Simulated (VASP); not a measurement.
## SnTe in VASP 6.6.1, single-point calculation

INCAR

```
LCHARG = .FALSE.
EDIFF = 1E-9
ENCUT = 600
SIGMA = 0.02
PREC = Accurate
LWAVE = .FALSE.
LREAL = .FALSE.
NSW = 0
NELECT = 20.5
NELM = 99
LASPH = .TRUE.
NBANDS = 17
ISMEAR = -1
GGA = PE
IBRION = -1
ISIF = 2
```

KPOINTS

```
KPOINTS created by Atomic Simulation Environment
0
Gamma
8 8 8
0 0 0
```

POSCAR

```
Sn Te
 1.0000000000000000
     0.0000000000000000    3.0209336986999999    3.0209336986999999
     3.0209336986999999    0.0000000000000000    3.0209336986999999
     3.0209336986999999    3.0209336986999999    0.0000000000000000
 Sn  Te
   1   1
Cartesian
  0.0000000000000000  0.0000000000000000  0.0000000000000000
  3.0209336987000008  3.0209336987000008  3.0209336987000008
```

The recommended PBE PAW datasets give the neutral cell 20 valence electrons.

Command

```
mpirun -np 1 vasp_std
```

OSZICAR

```
N       E                     dE             d eps       ncg     rms          rms(c)
DAV:   1     0.143770917166E+03    0.14377E+03   -0.10688E+04  1003   0.160E+03
DAV:   2     0.978615994991E+01   -0.13398E+03   -0.13047E+03  1058   0.373E+02
DAV:   3    -0.239702104032E+01   -0.12183E+02   -0.11991E+02  1239   0.959E+01
DAV:   4    -0.272384452171E+01   -0.32682E+00   -0.32651E+00  1138   0.158E+01
DAV:   5    -0.273567026813E+01   -0.11826E-01   -0.11825E-01  1409   0.304E+00    0.841E+00
DAV:   6    -0.272638698535E+01    0.92833E-02   -0.84696E-02  1151   0.128E+00    0.529E+00
DAV:   7    -0.272262923148E+01    0.37578E-02   -0.14428E-02  1242   0.917E-01    0.273E-01
DAV:   8    -0.272267781124E+01   -0.48580E-04   -0.65488E-04  1340   0.223E-01    0.176E-01
DAV:   9    -0.272282523560E+01   -0.14742E-03   -0.34093E-04  1194   0.128E-01    0.520E-02
DAV:  10    -0.272282200458E+01    0.32310E-05   -0.34969E-05  1312   0.565E-02    0.219E-02
DAV:  11    -0.272282412779E+01   -0.21232E-05   -0.88380E-06  1127   0.147E-02    0.900E-03
DAV:  12    -0.272282512304E+01   -0.99525E-06   -0.42997E-07  1263   0.613E-03    0.410E-03
DAV:  13    -0.272282537691E+01   -0.25386E-06   -0.72123E-08  1121   0.159E-03    0.395E-03
DAV:  14    -0.272282540921E+01   -0.32303E-07   -0.69958E-09  1169   0.494E-04    0.138E-03
DAV:  15    -0.272282539342E+01    0.15793E-07   -0.40303E-09  1148   0.307E-04    0.162E-04
DAV:  16    -0.272282540008E+01   -0.66680E-08   -0.32279E-10   616   0.115E-04    0.160E-04
DAV:  17    -0.272282540094E+01   -0.85538E-09   -0.33757E-11   603   0.424E-05
   1 F= -.27228254E+01 E0= -.27222216E+01  d E =-.120767E-02
```

From OUTCAR

```
k-points           NKPTS =     29   k-points in BZ     NKDIM =     29   number of bands    NBANDS=     17

   NELECT =      20.5000    total number of electrons

   dimension x,y,z NGX =    36 NGY =   36 NGZ =   36
   dimension x,y,z NGXF=    72 NGYF=   72 NGZF=   72

  energy-cutoff  :      600.00
  volume of cell :       55.14
      direct lattice vectors                 reciprocal lattice vectors
     0.000000000  3.020933699  3.020933699    -0.165511742  0.165511742  0.165511742
     3.020933699  0.000000000  3.020933699     0.165511742 -0.165511742  0.165511742
     3.020933699  3.020933699  0.000000000     0.165511742  0.165511742 -0.165511742

 k-points in reciprocal lattice and weights: KPOINTS created by Atomic Simulation Env
   0.00000000  0.00000000  0.00000000       0.002
   0.12500000  0.00000000  0.00000000       0.016
   0.25000000  0.00000000  0.00000000       0.016
   0.37500000  0.00000000  0.00000000       0.016
   0.50000000  0.00000000  0.00000000       0.008
   0.12500000  0.12500000  0.00000000       0.012
   0.25000000  0.12500000  0.00000000       0.047
   0.37500000  0.12500000  0.00000000       0.047
   ...

 E-fermi :   9.2335

 k-point     1 :       0.0000    0.0000    0.0000
  band No.  band energies     occupation
      1     -13.1314      2.00000
      2     -13.1314      2.00000
      3     -13.1178      2.00000
      4     -13.1178      2.00000
      5     -13.1178      2.00000
      6      -5.3102      2.00000
      7       4.5181      2.00000
      8       6.0242      2.00000
      9       6.0242      2.00000
     10       6.0242      2.00000
     11      12.1906      0.00000
     12      12.1906      0.00000
     13      12.1906      0.00000
     14      12.9586      0.00000
     15      12.9586      0.00000
     16      12.9586      0.00000
     17      14.7883      0.00000

 k-point     2 :       0.1250    0.0000    0.0000
  band No.  band energies     occupation
      1     -13.1327      2.00000
      2     -13.1327      2.00000
      3     -13.1175      2.00000
      4     -13.1162      2.00000
      5     -13.1162      2.00000
      6      -5.1530      2.00000
      7       3.3266      2.00000
      8       6.0442      2.00000
      9       6.0442      2.00000
     10       6.9291      2.00000
     11      11.3466      0.00000
     12      11.3466      0.00000
     13      11.4094      0.00000
     14      12.9072      0.00000
     15      13.3278      0.00000
     16      13.3278      0.00000
     17      16.0706      0.00000

 k-point     3 :       0.2500    0.0000    0.0000
  band No.  band energies     occupation
      1     -13.1365      2.00000
      2     -13.1365      2.00000
      3     -13.1167      2.00000
      4     -13.1119      2.00000
      5     -13.1119      2.00000
      6      -4.7042      2.00000
      7       1.6226      2.00000
      8       6.1251      2.00000
      9       6.1251      2.00000
     10       7.7817      2.00000
     11      10.0800      0.00000
     12      10.0800      0.00000
     13      10.3001      0.00000
     14      13.4329      0.00000
     15      14.3090      0.00000
     16      14.3090      0.00000
     17      18.6446      0.00000

 ...

  Total       10.3000833     10.3000833     10.3000833     -0.0000000      0.0000000     -0.0000000
  in kB      299.2938142    299.2938142    299.2938142     -0.0000000      0.0000000     -0.0000000
  external PRESSURE =     299.2938142 kB  Pullay stress =       0.0000000 kB

 POSITION                                       TOTAL-FORCE (eV/Angst)
 -----------------------------------------------------------------------------------
      0.00000      0.00000      0.00000         0.000000     -0.000000      0.000000
      3.02093      3.02093      3.02093        -0.000000      0.000000     -0.000000
 -----------------------------------------------------------------------------------
    total drift:                               -0.000000      0.000000      0.000000

  FREE ENERGIE OF THE ION-ELECTRON SYSTEM (eV)
  ---------------------------------------------------
  free  energy   TOTEN  =        -2.7228254009 eV

  energy  without entropy=       -2.7216177278  energy(sigma->0) =       -2.72222156
```

It converged. Results: pressure 29.9 GPa.

The cell is charged and sits in a uniform background.

For comparison, a separate PBE run of the intended cell, on usual settings and not on those above, gives a gap of 0.21 eV on its mesh and a pressure of 10.7 GPa.

The run above took about 41 s on one core of a shared host (Intel Xeon Platinum 8488C) and held 0.22 GiB at most.
